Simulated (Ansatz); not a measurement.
# PbS (Aem2): levels without and with spin-orbit coupling

The task is the levels without and with spin-orbit coupling, for PbS (Aem2).

Computed with the Python package of Ansatz 0.2.0. The levels of theory stand in the script.

### 1 The system

It takes space group Aem2 (No. 39, orthorhombic). The conventional cell has a = 11.298 Å, b = 6.009 Å, c = 6.012 Å, α = 90.00°, β = 90.00°, γ = 90.00°. Around Pb (site symmetry m) lie 5 S at 2.69 to 3.06 Å. Around S (site symmetry m) lie 5 Pb at 2.69 to 3.06 Å.

The script reads pbs.cif:

```cif
data_PbS
_cell_length_a 11.298277
_cell_length_b 4.250105
_cell_length_c 4.250105
_cell_angle_alpha 89.96557
_cell_angle_beta 90.00000
_cell_angle_gamma 90.00000
_symmetry_space_group_name_H-M 'P 1'
_symmetry_Int_Tables_number 1
loop_
_symmetry_equiv_pos_as_xyz
'x, y, z'
loop_
_atom_site_label
_atom_site_type_symbol
_atom_site_fract_x
_atom_site_fract_y
_atom_site_fract_z
Pb1 Pb    0.624581    0.256638    0.756638
Pb2 Pb    0.375419    0.756638    0.256638
S3 S    0.613675    0.764362    0.264362
S4 S    0.386325    0.264362    0.764362
```

### 2 The script

Input file soc_pbs.py:

```python
# -*- coding: utf-8 -*-
'''What spin-orbit coupling does to the bands of PbS.'''

import ansatz as az
from ase.io import read

params = {
    'max_iterations': 60,
    'cutoff': 530,
    'kgrid': (2, 5, 5),
    'filling': 'Fixed',
}


def main():
    atoms = read('pbs.cif')
    structure = az.Crystal.from_ase(atoms)

    job = (
        structure.calculation()
        .functional(az.Functional.PBESOL)
        .scf(max_iterations=params['max_iterations'])
        .basis(params['cutoff'])
        .kpoints(*params['kgrid'], shift=0.5)
        .occupations(params['filling'])
        .band_table()
    )
    for label, variant in (('scalar-relativistic', job), ('spin-orbit', job.spin(soc=True))):
        summary = variant.run(threads=1, backend='cpu').report
        zero = summary['band_edges_ev'][0] if summary.get('band_edges_ev') else summary['fermi_energy_ev']
        near = [round(e - zero, 3) for e in summary['eigenvalues_ev'][0] if abs(e - zero) < 4]
        print(label)
        print('  band edges (eV):', [round(e, 3) for e in summary.get('band_edges_ev') or []] or 'none reported')
        print('  levels at k =', summary['kpoints_frac'][0], 'within 4 eV of the zero:', near)


if __name__ == '__main__':
    main()
```

### 3 What the engine is handed

The package turns the script's settings into the engine's input (first run):

```yaml
crystal:
  lattice:
    - [11.298277, 0.0, 0.0]
    - [0.0, 4.250105, 0.0]
    - [0.0, 0.002553959603776144, 4.250104232641282]
  atoms:
    - { symbol: Pb, position: [0.624581, 0.25663800000000003, 0.7566379999999999] }
    - { symbol: Pb, position: [0.37541900000000006, 0.7566380000000001, 0.256638] }
    - { symbol: S, position: [0.613675, 0.764362, 0.26436199999999993] }
    - { symbol: S, position: [0.3863249999999999, 0.264362, 0.764362] }
basis:
  ecutwfc: 530.0
kpoints:
  mp_grid:
    grid: [2, 5, 5]
    shift: [0.5, 0.5, 0.5]
hamiltonian:
  xc: pbesol
scf:
  max_iter: 60
  occupations:
    method: fixed
output:
  eigenvalues: true
```

### 4 The run

Command:

```
python soc_pbs.py
```

What it wrote:

```text
scalar-relativistic
  band edges (eV): [1.276, 3.605]
  levels at k = [0.25, 0.1, 0.1] within 4 eV of the zero: [-2.632, -2.355, -1.609, -1.218, -0.552, -0.036, 2.467]
spin-orbit
  band edges (eV): [1.273, 3.139]
  levels at k = [0.25, 0.1, 0.1] within 4 eV of the zero: [-2.818, -2.818, -2.381, -2.381, -1.654, -1.653, -1.352, -1.352, -0.631, -0.631, -0.103, -0.103, 2.17, 2.171, 3.821, 3.832]
```

It took 35 s on 1 thread of Arm Neoverse V2, shared host; peak memory 0.93 GiB.

### 5 What changed from run to run

The engine's inputs for the other runs:

Run 2, against run 1:

```diff
@@ -18,0 +19,3 @@
+magnetization:
+  noncollinear: true
+  spin_orbit: true
```

Lines on the test bed's own set-up are left out of the output.

A comment line of the script is reworded here; the code is as run.

### 6 What each run gave

One row for each of the 2 runs:

```csv
run,spin-orbit,energy (eV/atom),gap on the mesh (eV),iterations in all,CPU time (s)
1,not set,-6320.3550,2.33,7,4.1
2,yes,-6339.1569,1.87,8,29
```

Totals under unlike functionals or potentials can't be compared directly.

### 7 Outcome

```
       quantity                                                                     value
  runs compared                                                                         2
gap on the mesh  1.87 (with spin-orbit coupling) to 2.33 eV (without spin-orbit coupling)
```

**Reading.** The gap on the mesh runs from 1.87 eV (with spin-orbit coupling) to 2.33 eV (without spin-orbit coupling). In CPU time, run 2 (with spin-orbit coupling) cost about 7.1 times as much as run 1 (without spin-orbit coupling). Caveats:
- The cell holds layers, chains or clusters in vacuum, no bulk phase.
- The computed bands are complete only to about 3.6 eV above the Fermi level.
- This mesh misses the zone centre, where many direct gaps lie, so the gap can be several times too large.
- Points of the mesh across the vacuum add cost only.
- The structure comes from a database of computed cells and needn't be a stable or known phase.
- Levels are Kohn-Sham eigenvalues on this mesh.
- With spin-orbit coupling each level holds one electron and, with inversion or at time-reversal points, comes in pairs; a window in energy can cut a split set.
